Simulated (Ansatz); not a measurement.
Runs of Ansatz 0.2.0 on Ni. Symmetry: Im-3m, No. 229, cubic system. Conventional cell: a = 2.767 Å, b = 2.767 Å, c = 2.767 Å, α = 90.00°, β = 90.00°, γ = 90.00°. Around Ni (site symmetry m-3m) lie 8 Ni at 2.40 Å. This isn't the form of Ni at room conditions, which is fcc.

```tsv
task	level	cell	cutoff (eV)	points for each segment of the path	gap on the mesh (eV)	pressure (GPa)	moment (μB)	relaxed volume (Å³/atom)
relaxation of cell and atoms	revPBE	relaxed	420	-	none	0.0	0.62	11.24
band structure	r2SCAN	as given	500	14	none	-0.3	0.65	-
relaxation of cell and atoms	RPBE+D4	relaxed	420	-	none	0.0	(a)	10.62
band structure	BLYP	as given	420	14	none	17.7	(c)	-
relaxation of cell and atoms	RPBE+D3(BJ)	relaxed	420	-	none	0.0	0.30	(b)
```

Alike in all rows: potentials or basis Ansatz PAW; spin collinear, ferromagnetic start; k mesh 13 × 13 × 13; smearing fermi-dirac 0.05 eV.

Q: Estimate the missing entries.

A: (a) 0.60; (b) 9.60; (c) 0.55.

Caveats: the PAW data sets come from PBE, with cores solved anew for the run's functional, which leaves a small shift of forces and pressure; the plane-wave basis is chosen anew once the cell has moved, so the energies of steps on either side of that aren't comparable (some runs); pairwise dispersion overbinds metals, which lowers pressure and volume (some runs); the magnetic or orbital state may not be the lowest (some runs); so large a pressure means that the cell lies far from this level's equilibrium, or that cutoff or potentials fall short (some runs).

A gap of «none» marks a metal or a gap under the smearing width.

Runs at the PBE level aren't shown here.
